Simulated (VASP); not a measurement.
Ti, 2 atoms in the cell. The structure is hexagonal, space group P6_3/mmc (No. 194). Conventional cell: a = 2.950 Å, b = 2.950 Å, c = 4.680 Å, α = 90.00°, β = 90.00°, γ = 120.00°. Ti (site symmetry -6m2) is surrounded by 12 Ti at 2.89 to 2.95 Å. 

| Quantity | Value |
| --- | --- |
| Program | VASP 6.6.1 |
| Task | relaxation of cell and atoms |
| Functional | PBEsol |
| Potentials or basis | VASP PAW PBE potentials, release 64 (Ti_sv) |
| Cutoff | 600 eV |
| k mesh | 18 × 18 × 9 |
| Occupations | methfessel-paxton, width 0.1 eV |
| Spin | no spin polarisation |
| Further INCAR settings | ALGO = Normal; EDIFF = 1e-06; IBRION = 2; EDIFFG = -0.01; NSW = 90; ISIF = 3 |

Potentials or basis: VASP PAW PBE potentials, release 64 (Ti_sv).

Launch:

```sh
$ cat potpaw_PBE.64/Ti_sv/POTCAR > POTCAR
$ mpirun -np 1 vasp_std > vasp.out
```

Hardware: 1 thread of Intel(R) Xeon(R) Platinum 8175M CPU @ 2.50GHz (Skylake/Cascade Lake), with other jobs on the host.

Estimate the wall time of this run.

Wall time 3.7 min on 1 thread of Intel(R) Xeon(R) Platinum 8175M CPU @ 2.50GHz (Skylake/Cascade Lake) (shared host), peak memory 0.24 GiB. Counts: scf iterations 35, k points 185, ion steps 3.
